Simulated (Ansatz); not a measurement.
# Gallium, simple cubic under revPBE: from relaxation to bulk modulus

Aim: take gallium in the simple cubic structure, relax it, solve it on a dense k-mesh, then scale the cell to 7 volumes from 88 to 112 % of the relaxed one and try a fit of the equation of state. Spin polarisation is left out. The k-meshes are 11×11×11 for the relaxation; 19×19×19 for the dense run; 13×13×13 for the volumes.

Method: DFT revPBE, plane waves (420 eV) with PAW, scalar-relativistic; PBE-made PAW files, in Ansatz 0.2.0.

## Step 1: Starting point

The structure is cubic, space group Pm-3m (No. 221). Conventional cell: a = 2.766 Å, b = 2.766 Å, c = 2.766 Å, α = 90.00°, β = 90.00°, γ = 90.00°. Ga (site symmetry m-3m) has 6 Ga at 2.77 Å as nearest neighbours.

Coordinates:

```cif
data_structure
_symmetry_space_group_name_H-M 'P 1'
_symmetry_Int_Tables_number 1
_cell_length_a 2.7660
_cell_length_b 2.7660
_cell_length_c 2.7660
_cell_angle_alpha 90.000
_cell_angle_beta 90.000
_cell_angle_gamma 90.000
_cell_volume 21.16
loop_
_atom_site_label
_atom_site_type_symbol
_atom_site_fract_x
_atom_site_fract_y
_atom_site_fract_z
_atom_site_occupancy
Ga1 Ga 0.00000 0.00000 0.00000 1
```

## Step 2: Geometry optimisation

input.yaml

```yaml
crystal:
  lattice:
    - [2.7660252371, 0.0, 0.0]
    - [0.0, 2.7660252371, 0.0]
    - [0.0, 0.0, 2.7660252371]
  atoms:
    - { symbol: Ga, position: [0.0, 0.0, 0.0] }
hamiltonian:
  xc: revpbe
  pseudopotentials:
    kind: paw
    azcp:
      Ga: "pseudopotentials/Ga.paw.azcp"
basis:
  ecutwfc: 420
  fft_grid_basis: typed
kpoints:
  mp_grid: { grid: [11, 11, 11], shift: [0, 0, 0] }
magnetization:
  spin_polarized: false
scf:
  occupations: { method: fermi_dirac, width: 0.1 }
relax:
  max_steps: 60
  f_tol: 0.01
  cell: {}
```

After this run come: Dense single point; Equation of state: 88 %; Equation of state: 92 %; Equation of state: 96 %; Equation of state: 100 %; Equation of state: 104 %; Equation of state: 108 %; Equation of state: 112 %.

Q: Predict the outcome of this session. Wanted: space group; conventional cell; volume; shortest distance; gap on the mesh; relative to alpha-Ga; highest ELF outside the cores; V₀, B₀, B₀′.

As calculated:

| quantity | value |
| --- | --- |
| space group (spins left aside) | Pm-3m (No. 221) |
| conventional cell | a = 2.750 Å |
| volume | 20.802 Å³/atom |
| shortest distance | 2.750 Å |
| gap on the mesh | none (levels filled in part) |
| relative to alpha-Ga (Cmce) | +83 meV/atom |
| highest ELF outside the cores | 0.48, 1.38 Å from the nearest atom |
| V₀, B₀, B₀′ | 20.656 Å³/atom, 42 GPa, 5.7 |

What this shows: The relaxation shrank the cell by 1.7 % in volume. It lies 83 meV/atom above the element's reference form at the same level (alpha-Ga (Cmce), from a run of its own). Levels at the Fermi energy are filled in part, as in a metal. The fitted modulus is 42 GPa. Relaxation kept the symmetry; phonons were not checked.
